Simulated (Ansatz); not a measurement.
CuO: equation of state with RPBE

Crystal: CuO.

```xyz
4
Lattice="2.3056 -1.7296 0.0728 2.3158 1.7435 0.0481 -0.7081 -0.0390 5.1291" Properties=species:S:1:pos:R:3 pbc="T T T"
Cu    1.1008    0.8093    0.3341
Cu    1.1067   -0.5643    2.4735
O     1.8111   -0.4788    1.4095
O     1.8512    0.1962    3.6580
```

```
Program             : Ansatz 0.2.0
Task                : equation of state
Functional          : RPBE
Potentials or basis : Ansatz PAW
Cutoff              : 420 eV
Density cutoff      : 1680 eV
k mesh              : 10 × 10 × 5
Occupations         : fermi-dirac, width 0.05 eV
Spin                : no spin polarisation
```

```yaml
Equilibrium_volume: outside the volumes run
```

Energy against volume, from the lowest point:
| volume (Å³/atom) | energy (meV/atom) |
| --- | --- |
| 9.708 | 805.77 |
| 9.914 | 642.42 |
| 10.121 | 491.97 |
| 10.327 | 353.40 |
| 10.534 | 225.77 |
| 10.740 | 108.24 |
| 10.947 | 0.00 |

All runs of the series together: 110 s on 2 threads of Arm Neoverse V2 (shared host).

Caveat: the potentials were made for another functional, which shifts forces and pressure; the run has no spin polarisation, though such a crystal can be magnetic.
